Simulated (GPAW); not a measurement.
Crystal: SnSe2.

```
Sn Se
1.0
     3.81100    0.00000    0.00000
    -1.90550    3.30042    0.00000
     0.00000    0.00000    6.13600
Sn Se
1 2
Direct
  0.00000 0.00000 0.00000
  0.66667 0.33333 0.75100
  0.33333 0.66667 0.24900
```

* Program: GPAW 26.7.0
* Task: relaxation of cell and atoms
* Functional: MS2
* Potentials or basis: GPAW PAW data sets (gpaw-data 1.2.1)
* Cutoff: 600 eV
* Basis: pw
* k mesh: 6 × 6 × 3
* Occupations: fermi-dirac, width 0.05 eV
* Spin: no spin polarisation

At the start: pressure 2.5 GPa; volume 25.73 Å³/atom.

Problem. Where does the relaxation end?

Solution. Over 9 steps the energy falls by 13.0 meV/atom and the volume is 28.03 Å³/atom (+9.0 %); space group P-3m1 (No. 164, to 0.05 Å).

Step by step:
| step | energy change (eV) | largest force (eV/Å) | pressure (GPa) | volume (Å³) |
| --- | --- | --- | --- | --- |
| 1 | 0.0000 | 0.3514 | 2.50 | 77.18 |
| 2 | -0.0097 | 0.2333 | 1.85 | 77.62 |
| 3 | -0.0213 | 0.0705 | 0.22 | 78.87 |
| 4 | -0.0218 | 0.0839 | 0.13 | 78.98 |
| 5 | -0.0257 | 0.1542 | -0.36 | 79.98 |
| 6 | -0.0300 | 0.1746 | -0.62 | 81.18 |
| 7 | -0.0363 | 0.1228 | -0.55 | 82.86 |
| 8 | -0.0390 | 0.0285 | -0.18 | 83.98 |
| 9 | -0.0391 | 0.0008 | -0.05 | 84.10 |

Final structure:
```xyz
3
Lattice="3.8211 0.0000 0.0000 -1.9105 3.3091 0.0000 0.0000 0.0000 6.6514" Properties=species:S:1:pos:R:3 pbc="T T T"
Sn    0.0000    0.0000    0.0000
Se    1.9105    1.1030    5.0854
Se    0.0000    2.2061    1.5660
```

Caveat: later steps reuse the first step's grids; the PAW data sets were made with another functional, which shifts forces and pressure a little.
